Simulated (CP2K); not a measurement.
Ag:

```
CELL_PARAMETERS angstrom
2.88888 0.00000 0.00000
1.44444 2.50185 0.00000
1.44444 0.83395 2.35876
ATOMIC_POSITIONS crystal
Ag 0.00000 0.00000 0.00000
```

Base run:

```yaml
Program: CP2K 2026.2
Functional: PBE
Potentials_or_basis: POTENTIAL_UZH Ag GTH-PBE-q11; TZVP-MOLOPT-PBE-GTH basis
Density_cutoff: 6123 eV
k_mesh: 11 × 11 × 11
Occupations: gaussian, width 0.05 eV
Spin: no spin polarisation
```

Its results: band gap on the k mesh none (metal or under the smearing width); pressure 4.0 GPa.

The run is repeated on the same cell with these changes: functional from PBE to RPBE; ngrids from 5 to 4. What comes out?

Band gap on the k mesh none (metal or under the smearing width); pressure 7.0 GPa.

Caveats: the basis of atomic orbitals isn't converged, which shifts pressures, moduli and gaps; the potentials were made for another functional, which shifts forces and pressure (some runs).
